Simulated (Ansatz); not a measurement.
Au:

```
Au
1.0
     2.74841    0.00000    0.00000
     0.00000    2.74841    0.00000
     0.00000    0.00000    2.74841
Au
1
Direct
  0.50000 0.50000 0.50000
```

The cell was built by a generator and needn't be a form met in nature.

```yaml
Program: Ansatz 0.2.0
Task: relaxation of cell and atoms
Functional: PBE
Dispersion: D3(BJ)-ATM
Potentials_or_basis: Ansatz PAW
Cutoff: "420 eV (not typed: the program's choice for these potentials)"
k_mesh: 10 × 10 × 10
Occupations: fermi-dirac, width 0.05 eV
Spin: no spin polarisation
```

At the start: volume 20.76 Å³/atom.

**Question.** Where does the relaxation end?

**Answer.** It ends after 4 steps and the volume is 20.16 Å³/atom (-2.9 %); space group Pm-3m (No. 221, to 0.05 Å).

The path:
```csv
step,energy change (eV),largest force (eV/Å),volume (Å³)
1,0.0000,0.0000,20.76
2,-0.0063,0.0000,20.19
3,-0.0063,0.0000,20.16
4,-0.0061,0.0000,20.16
```

Final structure:
```yaml
crystal:
  lattice:
    - [2.72149, 0.00000, 0.00000]
    - [0.00000, 2.72149, 0.00000]
    - [0.00000, 0.00000, 2.72149]
  atoms:
    - { symbol: Au, position: [0.50000, 0.50000, 0.50000] }
```

Caveat: the plane-wave basis is chosen anew once the cell has moved, so the energies of steps on either side of that aren't comparable; pairwise dispersion overbinds metals, which lowers pressure and volume.
